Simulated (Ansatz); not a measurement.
BaSnO₃ (cubic perovskite)

```
BaSnO3
1.0
    4.17608     0.00000     0.00000
    0.00000     4.17608     0.00000
    0.00000     0.00000     4.17608
Ba Sn O
1 1 3
Direct
  0.00000   0.00000   0.00000
  0.50000   0.50000   0.50000
  0.00000   0.50000   0.50000
  0.50000   0.50000   0.00000
  0.50000   0.00000   0.50000
```

Scan: atom 2 (Sn, nearest neighbour O at 2.088 Å; its periodic images, 4.2 Å or more away, move with it) is displaced along Cartesian z, direction (0.000, 0.000, 1.000) in Cartesian axes, by s. The other atoms stay.

Level of theory: PBE (plane waves to 420 eV, PAW, scalar-relativistic; Ansatz, a quantum-chemistry and plane-wave program). k mesh 7×7×7 (Γ-centred), Fermi-Dirac smearing 0.05 eV. E stands for the smeared free energy. Left out: 2 of 11 points, with atoms too close for the PAW data. BaSnO3 was relaxed with its symmetry unable to fall. The zero of ΔE is the undisplaced structure.

```csv
s (Å),ΔE (meV/cell)
-0.504,3763
-0.378,withheld
-0.252,579
-0.126,124
0.000,0
0.126,124
0.252,579
0.378,withheld
0.504,3763
```

Fit an even polynomial form (powers 2, 4) to the given rows and predict ΔE at s = 0.378.

Least squares on the 7 given rows: ΔE = (7230)·s² + (29860)·s⁴, in meV/cell with s in Å; root-mean-square residual 1.0 meV/cell. At 0.378 the fit gives 1643 meV/cell; the calculation gives 1625 meV/cell, so the interpolation is off by 18 (+1.1 %). The quadratic term alone would give 1033 meV/cell.

(A displaced cell: forces are minus the slopes of the energy, force constants its curvatures, and phonons follow from these.)
